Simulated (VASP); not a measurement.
# SiSe2 (Ibam) in VASP: notebook

Aim: see how the results for SiSe2 move with the level of theory and the settings. Levels: PBE+D3(BJ), PBE. Tasks: relaxation of cell and atoms.

Everything below comes from runs of VASP 6.6.1. Logs are shortened: lines on timing, memory, paths and dates and some standing lists are left out, and cuts for length are marked.

### 1 Starting point

Symmetry: Ibam, No. 72, orthorhombic system. The conventional cell has a = 6.224 Å, b = 10.020 Å, c = 5.871 Å, α = 90.00°, β = 90.00°, γ = 90.00°. Around Si (site symmetry 222) lie 4 Se at 2.28 Å. Se (site symmetry m) has 2 Si at 2.28 Å as nearest neighbours.

The cell is a database's computed one.

### 2 Relaxation of cell and atoms, PBE+D3(BJ)

Contents of INCAR:

```
SYSTEM = SiSe2
  PREC = Accurate
  ENCUT = 600
  EDIFF = 1E-6
  ISMEAR = 0
  SIGMA = 0.03
  LREAL = .False.
  LASPH = .True.
  NELM = 80
  ALGO = Normal
  ISIF = 3
  LWAVE = .False.
  LCHARG = .False.
  GGA = PE
  IVDW = 12
  IBRION = 2
  NSW = 90
  EDIFFG = -0.01
  KPAR = 2
```

Contents of KPOINTS:

```
regular mesh
0
Gamma
  6 6 6
  0 0 0
```

Contents of POSCAR:

```
SiSe2
1.0
   -3.1120167935      5.0102208757      2.9354492816
    3.1120167935     -5.0102208757      2.9354492816
    3.1120167935      5.0102208757     -2.9354492816
Si Se
2 4
Direct
    0.7500000000      0.7500000000      0.0000000000
    0.2500000000      0.2500000000      0.0000000000
    0.1206518800      0.2032192000      0.3238710800
    0.8793481200      0.7967808000      0.6761289200
    0.3793481200      0.7032192000      0.0825673300
    0.6206518800      0.2967808000      0.9174326700
```

Potentials or basis: VASP PAW PBE potentials, release 64 (Si, Se).

The run is started by

```console
$ cat potpaw_PBE.64/Si/POTCAR potpaw_PBE.64/Se/POTCAR > POTCAR
$ mpirun -np 2 vasp_std > vasp.out
```

OUTCAR:

```text
SYSTEM = SiSe2
   PREC = Accurate
   ENCUT = 600
   EDIFF = 1E-6
   ISMEAR = 0
   LREAL = .False.
   LASPH = .True.
   NELM = 80
   ISIF = 3
   GGA = PE
   IVDW = 12
   IBRION = 2
   NSW = 90
   EDIFFG = -0.01
 IVDW          = 12

 ion  position               nearest neighbor table
   1  0.750  0.750  0.000-   6 2.28   3 2.28   4 2.28   5 2.28   2 2.94   2 2.94
   2  0.250  0.250  0.000-   5 2.28   4 2.28   3 2.28   6 2.28   1 2.94   1 2.94
   3  0.121  0.203  0.324-   1 2.28   2 2.28
   4  0.879  0.797  0.676-   2 2.28   1 2.28
   5  0.379  0.703  0.083-   2 2.28   1 2.28
   6  0.621  0.297  0.917-   1 2.28   2 2.28

  LATTYP: Found a body centered orthorhombic cell.
 ALAT       =     5.8708985632
 B/A-ratio  =     1.0601500809
 C/A-ratio  =     1.7067986516

  Lattice vectors:

 A1 = (   3.1120167935,   5.0102208757,  -2.9354492816)
 A2 = (  -3.1120167935,   5.0102208757,   2.9354492816)
 A3 = (   3.1120167935,  -5.0102208757,   2.9354492816)

Analysis of symmetry for initial positions (statically):
=====================================================================
 Subroutine PRICEL returns:
 Original cell was already a primitive cell.

 Routine SETGRP: Setting up the symmetry group for a
 body centered orthorhombic supercell.

 Subroutine GETGRP returns: Found  8 space group operations
 (whereof  4 operations were pure point group operations)
 out of a pool of  8 trial point group operations.

The static configuration has the point symmetry C_2h.
 The point group associated with its full space group is D_2h.

Analysis of symmetry for dynamics (positions and initial velocities):
=====================================================================
 Subroutine PRICEL returns:
 Original cell was already a primitive cell.

 Routine SETGRP: Setting up the symmetry group for a
 body centered orthorhombic supercell.

 Subroutine GETGRP returns: Found  8 space group operations
 (whereof  4 operations were pure point group operations)
 out of a pool of  8 trial point group operations.

The dynamic configuration has the point symmetry C_2h.
 The point group associated with its full space group is D_2h.

 Subroutine INISYM returns: Found  8 space group operations
 (whereof  4 operations are pure point group operations),
 and found     1 'primitive' translations

----------------------------------------------------------------------------------------

                                     Primitive cell

  volume of cell :     183.0768

  direct lattice vectors                    reciprocal lattice vectors
[... 95 lines left out ...]
   EDIFF  = 0.1E-05   stopping-criterion for ELM
   LREAL  =      F    real-space projection
   EDIFFG = -.1E-01   stopping-criterion for IOM
   NSW    =     90    number of steps for IOM
   IBRION =      2    ionic relax: 0-MD 1-quasi-New 2-CG
   NFREE  =      1    steps in history (QN), initial steepest desc. (CG)
   ISIF   =      3    stress and relaxation
   ISYM   =      2    0-nonsym 1-usesym 2-fastsym
   POTIM  = 0.5000    time-step for ionic-motion
   TEBEG  =    0.0;   TEEND  =   0.0 temperature during run
   PSTRESS=    0.0 pullay stress
   NELECT =      32.0000    total number of electrons
   NUPDOWN=      -1.0000    fix difference up-down
   EMIN   =  10.00;   EMAX   =-10.00  energy-range for DOS
   EFERMI =   0.00;   METHOD = LEGACY
   ISMEAR =     0;   SIGMA  =   0.03  broadening in eV -4-tet -1-fermi 0-gaus
   EFERMI_NEDOS =   21; number of points for ismear=-14 and -15
   IALGO  =     38    algorithm
   IMIX   =      4    mixing-type and parameters
     AMIX     =   0.40;   BMIX     =  1.00
     AMIX_MAG =   1.60;   BMIX_MAG =  1.00
  volume/ion in A,a.u.               =      30.51       205.91
  Fermi-wavevector in a.u.,A,eV,Ry     =   0.915336  1.729734 11.399496  0.837839
  Thomas-Fermi vector in A             =   2.040065
   LORBIT       =      0    0 simple, 1 ext, 2 COOP (PROOUT), +10 PAW based schemes
   GGA     = PE    functional components
   LHFCALC =     F    Hartree Fock is set to
   AEXX    =    0.0000 exact exchange contribution
   IVDW    =    12    specifies the selected vdW correction
   LEPSILON=     F    determine dielectric tensor
   LRPA    =     F    only Hartree local field effects (RPA)
 conjugate gradient relaxation of ions
 non-spin polarized calculation
 Gauss-broadening in eV      SIGMA  =   0.03
  energy-cutoff  :      600.00
  volume of cell :      183.08
 maximum number of plane-waves:      6130
 NGX is ok and might be reduce to    54
   NGX = 27   NGY = 27   NGZ = 27

--------------------------------------- Ionic step        1  -------------------------------------------

 number of electron      31.9999998 magnetization

 Free energy of the ion-electron system (eV)
  ---------------------------------------------------
  ext. energy  EPLUGINS =         0.00000000
  ---------------------------------------------------
  free energy    TOTEN  =       -27.53169980 eV

  energy without entropy =      -27.53169980  energy(sigma->0) =      -27.53169980

------------------------ aborting loop because EDIFF is reached ----------------------------------------

 Edisp (eV)   -1.46993

 E8    (eV) :    -0.5996
[... 117 lines left out ...]
  FREE ENERGIE OF THE ION-ELECTRON SYSTEM (eV)
  ---------------------------------------------------
  free  energy   TOTEN  =       -29.0113334682 eV

  energy  without entropy=      -29.0113334682  energy(sigma->0) =      -29.01133347

[... ionic steps 4 to 16 ...]

--------------------------------------- Ionic step       17  -------------------------------------------

 number of electron      31.9999999 magnetization

------------------------ aborting loop because EDIFF is reached ----------------------------------------
[... 83 lines left out ...]
--------------------------------------- Ionic step       19  -------------------------------------------

 number of electron      31.9999999 magnetization

 Free energy of the ion-electron system (eV)
  ---------------------------------------------------
  ext. energy  EPLUGINS =         0.00000000
  ---------------------------------------------------
  free energy    TOTEN  =       -27.39335338 eV

  energy without entropy =      -27.39335338  energy(sigma->0) =      -27.39335338

 E-fermi :   2.4048     XC(G=0):  -8.4549

 val. band max:        2.2226335617   @ k =  -0.3333   0.3333   0.3333
 cond. band min:       3.7261075895   @ k =   0.5000   0.5000   0.5000
 fundamental gap:      1.5034740278
 Fermi energy:         2.4047748981

 k-point     1 :       0.0000    0.0000    0.0000
  band No.  band energies     occupation
      1     -12.2303      2.00000
      2     -10.3983      2.00000
      3     -10.1127      2.00000
      4      -9.8170      2.00000
      5      -5.2914      2.00000
      6      -4.2931      2.00000
[... 541 lines left out ...]
     19       5.8964      0.00000
     20       5.8964      0.00000

 [... further k-points ...]

------------------------ aborting loop because EDIFF is reached ----------------------------------------

 Edisp (eV)   -1.69464

 E8    (eV) :    -0.6957
[... 29 lines left out ...]
  FREE ENERGIE OF THE ION-ELECTRON SYSTEM (eV)
  ---------------------------------------------------
  free  energy   TOTEN  =       -29.0879947443 eV

  energy  without entropy=      -29.0879947443  energy(sigma->0) =      -29.08799474

 reached required accuracy - stopping structural energy minimisation
```

OSZICAR:

```text
N       E                     dE             d eps       ncg     rms          rms(c)
DAV:   1     0.182570709002E+03    0.18257E+03   -0.13387E+04  1840   0.145E+03
DAV:   2    -0.123449099634E+02   -0.19492E+03   -0.18892E+03  2612   0.211E+02
[... 150 lines left out ...]
  18 F= -.29087795E+02 E0= -.29087795E+02  d E =-.305503E-03
       N       E                     dE             d eps       ncg     rms          rms(c)
DAV:   1    -0.273934981326E+02   -0.28233E-02   -0.55865E-02  1888   0.127E+00    0.103E-01
DAV:   2    -0.273934670606E+02    0.31072E-04   -0.31498E-03  2180   0.293E-01    0.614E-02
DAV:   3    -0.273933784487E+02    0.88612E-04   -0.14230E-04  2180   0.652E-02    0.307E-02
DAV:   4    -0.273933531416E+02    0.25307E-04   -0.62339E-05  2144   0.399E-02    0.925E-03
DAV:   5    -0.273933533754E+02   -0.23383E-06   -0.46389E-06  2024   0.117E-02
  19 F= -.29087995E+02 E0= -.29087995E+02  d E =-.505689E-03
```

CONTCAR:

```text
SiSe2
   1.00000000000000
    -2.9563034974637019    4.6889562209155198    2.9233487704371193
     2.9563034974637019   -4.6889562209155198    2.9233487704371193
     2.9563034974637019    4.6889562209155198   -2.9233487704371193
  Si              Se
     2     4
Direct
     0.7500000000000000    0.7500000000000000    0.0000000000000000
     0.2500000000000000    0.2500000000000000    0.0000000000000000
     0.1270738929179244    0.2218574970562582    0.3489313899741898
     0.8729261070820756    0.7781425029437417    0.6510686100258103
     0.3729261070820755    0.7218574970562583    0.0947836141383347
     0.6270738929179244    0.2781425029437417    0.9052163858616654

  0.00000000E+00  0.00000000E+00  0.00000000E+00
  0.00000000E+00  0.00000000E+00  0.00000000E+00
  0.00000000E+00  0.00000000E+00  0.00000000E+00
  0.00000000E+00  0.00000000E+00  0.00000000E+00
  0.00000000E+00  0.00000000E+00  0.00000000E+00
  0.00000000E+00  0.00000000E+00  0.00000000E+00
```

Run time: 9.1 min. Hardware: 2 MPI ranks of Intel Xeon 6975P-C (Granite Rapids), shared host; peak memory 0.54 GiB.

What came out:

```yaml
Free_energy: -29.0880 eV
Relaxed_volume: 27.02 Å³/atom
Relaxed_cell: a = 6.267 Å, b = 6.267 Å, c = 6.267 Å, α = 123.70°, β = 83.13°, γ = 124.39°
Space_group_after_relaxing_to_0.05_Å: Ibam (No. 72)
Energy_gained_by_relaxing: 14.4 meV/atom
Ionic_steps: 19
Pressure_after_relaxing: 0.0 GPa
Largest_force_after_relaxing: 0.006 eV/Å
Band_gap_on_the_k_mesh: 1.50 eV, indirect (least direct gap 1.73 eV)
Dispersion_energy_per_atom: -0.282 eV
```

Forces in eV/Å, atoms in the order of the input:
```
Si   0.000  0.000  0.000
Si   0.000  0.000  0.000
Se  -0.004 -0.004  0.000
Se   0.004  0.004  0.000
Se  -0.004  0.004  0.000
Se   0.004 -0.004  0.000
```

The path:
```csv
step,energy change (eV),largest force (eV/Å),pressure (GPa),volume (Å³)
1,0.0000,0.3573,0.28,183.08
2,-0.0081,0.0342,-0.98,184.52
3,-0.0097,0.0785,-0.62,184.09
4,-0.0219,0.0694,-0.55,181.79
5,-0.0513,0.0523,-0.29,174.99
6,-0.0684,0.0581,0.57,161.89
7,-0.0703,0.0565,0.31,165.31
8,-0.0792,0.0847,-0.11,163.80
9,-0.0805,0.1392,-0.32,162.98
10,-0.0835,0.0543,0.16,161.14
11,-0.0835,0.0555,0.11,161.36
12,-0.0842,0.0526,0.02,161.57
13,-0.0849,0.0541,-0.15,162.01
14,-0.0854,0.0372,-0.08,161.93
15,-0.0858,0.0234,0.03,161.82
16,-0.0855,0.0702,0.24,161.58
17,-0.0859,0.0326,0.09,161.74
18,-0.0862,0.0194,0.05,161.87
19,-0.0864,0.0057,-0.02,162.09
```

Final structure:
```xyz
6
Lattice="-2.9563 4.6890 2.9233 2.9563 -4.6890 2.9233 2.9563 4.6890 -2.9233" Properties=species:S:1:pos:R:3 pbc="T T T"
Si    0.0000    0.0000    4.3850
Si    0.0000    0.0000    1.4617
Se    1.3118    1.1917    0.0000
Se    1.6445    3.4973    2.9233
Se    1.3118   -1.1917    2.9233
Se    1.6445    5.8806    0.0000
```

Levels at points of the mesh, in eV from the valence-band top:
```tsv
k point	band 14	band 15	band 16	band 17	band 18	band 19
(0.00, 0.00, 0.00)	-0.87	-0.52	-0.32	2.65	2.85	2.90
(0.50, 0.00, 0.00)	-1.32	-0.60	-0.60	2.56	2.56	4.28
(0.00, 0.50, 0.00)	-0.97	-0.52	-0.52	2.32	2.32	3.81
(0.50, 0.50, 0.00)	-1.18	-0.88	-0.09	2.89	4.03	4.06
(0.50, 0.50, 0.50)	-1.95	-1.38	-0.23	1.50	3.10	3.45
```

### 3 Relaxation of cell and atoms, PBE+D3(BJ)

This run uses another cell than the first one, of 27.02 Å³/atom, 0.885 times its volume.

INCAR: that of step 2 with these lines changed.

```diff
@@ -3,3 +3,3 @@
   ENCUT = 600
-  EDIFF = 1E-6
+  EDIFF = 1E-7
   ISMEAR = 0
@@ -17,3 +17,3 @@
   NSW = 90
-  EDIFFG = -0.01
+  EDIFFG = -0.005
   KPAR = 2
```

KPOINTS is that of step 2.

Contents of POSCAR:

```
SiSe2                                   
1.0
   -2.9563034975      4.6889562209      2.9233487704
    2.9563034975     -4.6889562209      2.9233487704
    2.9563034975      4.6889562209     -2.9233487704
  Si              Se            
     2     4
Direct
     0.7500000000000000    0.7500000000000000    0.0000000000000000
     0.2500000000000000    0.2500000000000000    0.0000000000000000
     0.1270738929179244    0.2218574970562582    0.3489313899741898
     0.8729261070820756    0.7781425029437417    0.6510686100258103
     0.3729261070820755    0.7218574970562583    0.0947836141383347
     0.6270738929179244    0.2781425029437417    0.9052163858616654
```

Potentials or basis: VASP PAW PBE potentials, release 64 (Si, Se).

The run is started by

```console
$ cat potpaw_PBE.64/Si/POTCAR potpaw_PBE.64/Se/POTCAR > POTCAR
$ mpirun -np 2 vasp_std > vasp.out
```

Wall time 7.2 min (2 MPI ranks of Intel Xeon 6975P-C (Granite Rapids), shared host); peak memory 0.48 GiB.

The run converged. Its results:

```
Free energy                            : -29.0876 eV
Relaxed volume                         : 27.08 Å³/atom
Relaxed cell                           : a = 6.292 Å, b = 6.292 Å, c = 6.292 Å, α = 124.39°, β = 82.31°, γ = 124.68°
Space group after relaxing (to 0.05 Å) : Ibam (No. 72)
Energy gained by relaxing              : 0.1 meV/atom
Ionic steps                            : 19
Pressure after relaxing                : 0.0 GPa
Band gap on the k mesh                 : 1.51 eV, indirect (least direct gap 1.76 eV)
Dispersion energy per atom             : -0.282 eV
```

Forces in eV/Å, atoms in the order of the input:
```
Si   0.000  0.000  0.000
Si   0.000  0.000  0.000
Se   0.001  0.002  0.000
Se  -0.001 -0.002  0.000
Se   0.001 -0.002  0.000
Se  -0.001  0.002  0.000
```

The path:
| step | energy change (eV) | largest force (eV/Å) | pressure (GPa) | volume (Å³) |
| --- | --- | --- | --- | --- |
| 1 | 0.0000 | 0.0053 | -0.02 | 162.09 |
| 2 | 0.0000 | 0.0050 | 0.03 | 162.02 |
| 3 | 0.0000 | 0.0051 | 0.03 | 162.02 |
| 4 | 0.0000 | 0.0032 | 0.02 | 162.05 |
| 5 | -0.0001 | 0.0027 | 0.01 | 162.13 |
| 6 | -0.0001 | 0.0140 | -0.02 | 162.29 |
| 7 | -0.0001 | 0.0076 | 0.00 | 162.20 |
| 8 | -0.0001 | 0.0064 | 0.00 | 162.23 |
| 9 | -0.0002 | 0.0047 | 0.00 | 162.30 |
| 10 | -0.0002 | 0.0082 | 0.01 | 162.46 |
| 11 | -0.0002 | 0.0093 | 0.01 | 162.48 |
| 12 | -0.0002 | 0.0082 | -0.03 | 162.59 |
| 13 | -0.0002 | 0.0074 | -0.02 | 162.56 |
| 14 | -0.0003 | 0.0063 | -0.01 | 162.54 |
| 15 | -0.0003 | 0.0067 | 0.01 | 162.48 |
| 16 | -0.0003 | 0.0169 | 0.04 | 162.37 |
| 17 | -0.0003 | 0.0107 | 0.02 | 162.43 |
| 18 | -0.0003 | 0.0069 | 0.01 | 162.45 |
| 19 | -0.0003 | 0.0023 | -0.01 | 162.47 |

Final structure:
```yaml
crystal:
  lattice:
    - [-2.93492, 4.73749, 2.92118]
    - [2.93492, -4.73749, 2.92118]
    - [2.93492, 4.73749, -2.92118]
  atoms:
    - { symbol: Si, position: [0.75000, 0.75000, 0.00000] }
    - { symbol: Si, position: [0.25000, 0.25000, 0.00000] }
    - { symbol: Se, position: [0.12642, 0.22259, 0.34900] }
    - { symbol: Se, position: [0.87358, 0.77741, 0.65100] }
    - { symbol: Se, position: [0.37358, 0.72259, 0.09617] }
    - { symbol: Se, position: [0.62642, 0.27741, 0.90383] }
```

Levels at points of the mesh, in eV from the valence-band top:
| k point | band 14 | band 15 | band 16 | band 17 | band 18 | band 19 |
| --- | --- | --- | --- | --- | --- | --- |
| (0.00, 0.00, 0.00) | -0.85 | -0.51 | -0.34 | 2.65 | 2.84 | 2.90 |
| (0.50, 0.00, 0.00) | -1.31 | -0.60 | -0.60 | 2.56 | 2.56 | 4.29 |
| (0.00, 0.50, 0.00) | -0.97 | -0.50 | -0.50 | 2.32 | 2.32 | 3.83 |
| (0.50, 0.50, 0.00) | -1.17 | -0.89 | -0.08 | 2.91 | 4.05 | 4.09 |
| (0.50, 0.50, 0.50) | -1.92 | -1.36 | -0.25 | 1.51 | 3.09 | 3.46 |

A k mesh can miss the band edges.

[end of part 1 of 3]
